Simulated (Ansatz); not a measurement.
# AlCo3: tests of the settings

Aim, for AlCo3: sweep the fraction of exact exchange in HSE06.

Program: Ansatz 0.2.0. Level of theory: DFT PBEsol, scalar-relativistic, plane waves, PAW for the base; runs at other levels say so in their headings and inputs. These are calculated values, not measurements.

1 further run of the same task is left out (set aside as unsound or not needed). Runs told in other sessions of the task aren't counted.

## 1. The starting structure

Symmetry: Pm-3m, No. 221, cubic system. Conventional cell: a = 3.575 Å, b = 3.575 Å, c = 3.575 Å, α = 90.00°, β = 90.00°, γ = 90.00°. Al (site symmetry m-3m) has 12 Co at 2.53 Å in its first shell of neighbours. Co (site symmetry 4/mmm) has 4 Al at 2.53 Å and 8 Co at 2.53 Å in its first shell of neighbours.

Coordinates:

```
CELL_PARAMETERS angstrom
3.57495 0.00000 0.00000
0.00000 3.57495 0.00000
0.00000 0.00000 3.57495
ATOMIC_POSITIONS crystal
Al 0.00000 0.00000 0.00000
Co 0.50000 0.50000 0.00000
Co 0.50000 0.00000 0.50000
Co 0.00000 0.50000 0.50000
```

The structure comes from the Materials Project (structure only); it is used as listed.

## 2. The base input

input.yaml

```yaml
crystal:
  lattice:
    - [3.574948, 0.0, 0.0]
    - [0.0, 3.574948, 0.0]
    - [0.0, 0.0, 3.574948]
  atoms:
    - { symbol: Al, position: [0.0, 0.0, 0.0] }
    - { symbol: Co, position: [0.5, 0.5, 0.0], spin: 1.46 }
    - { symbol: Co, position: [0.5, 0.0, 0.5], spin: 1.46 }
    - { symbol: Co, position: [0.0, 0.5, 0.5], spin: 1.46 }
basis:
  ecutwfc: 420
kpoints:
  mp_grid: { grid: [12, 12, 12] }
hamiltonian:
  xc: pbesol
scf:
  occupations: { method: gaussian, width: 0.1 }
output:
  forces: true
  stress: true
  eigenvalues: true
  populations: true
magnetization:
  spin_polarized: true
```

It was run beforehand and gave: -3951.0459 eV/atom at zero smearing, pressure -7.41 GPa, largest force 0.000 eV/Å, no gap on the mesh, site moments Al -0.06, Co +1.35 (×3) μB, in 14 SCF cycles and 24 s.

## 3. Fraction of exact exchange in HSE06: 0.05

input.yaml

```yaml
crystal:
  lattice:
    - [3.574948, 0.0, 0.0]
    - [0.0, 3.574948, 0.0]
    - [0.0, 0.0, 3.574948]
  atoms:
    - { symbol: Al, position: [0.0, 0.0, 0.0] }
    - { symbol: Co, position: [0.5, 0.5, 0.0], spin: 1.48 }
    - { symbol: Co, position: [0.5, 0.0, 0.5], spin: 1.48 }
    - { symbol: Co, position: [0.0, 0.5, 0.5], spin: 1.48 }
basis:
  ecutwfc: 420
kpoints:
  mp_grid: { grid: [6, 6, 6] }
hamiltonian:
  xc: { preset: hse06, exx: 0.05 }
scf:
  occupations: { method: gaussian, width: 0.1 }
output:
  forces: true
  stress: true
  eigenvalues: true
  populations: true
magnetization:
  spin_polarized: true
```

On the command line:

```sh
ansatz run input.yaml --threads 1 --pin off --max-ram 2560MiB --backend cpu --events-out ev --progress --plain --runs-dir out
```

## 4. Fraction of exact exchange in HSE06: 0.1

input.yaml: that of step 3 with these lines changed.

```diff
@@ -15,3 +15,3 @@
 hamiltonian:
-  xc: { preset: hse06, exx: 0.05 }
+  xc: { preset: hse06, exx: 0.1 }
 scf:
```

## 5. Fraction of exact exchange in HSE06 set to 0.25

input.yaml: that of step 4 with these lines changed.

```diff
@@ -15,3 +15,3 @@
 hamiltonian:
-  xc: { preset: hse06, exx: 0.1 }
+  xc: { preset: hse06, exx: 0.25 }
 scf:
```

## 6. Fraction of exact exchange in HSE06: 0.35

input.yaml: that of step 5 with these lines changed.

```diff
@@ -15,3 +15,3 @@
 hamiltonian:
-  xc: { preset: hse06, exx: 0.25 }
+  xc: { preset: hse06, exx: 0.35 }
 scf:
```

(Steps that only read results are left out.)

**Question.** What does this series show? Wanted: gap on the mesh.

The runs gave:

| quantity | value |
| --- | --- |
| gap on the mesh (eV) by fraction of exact exchange in HSE06 | 0.05: metal; 0.1: metal; 0.25: metal; 0.35: metal |

**Reading.** No run finds a gap on its mesh. The largest site moment goes from 1.43 μB (0.05) to 1.80 μB (0.35). The magnetic state reached may not be the lowest one.
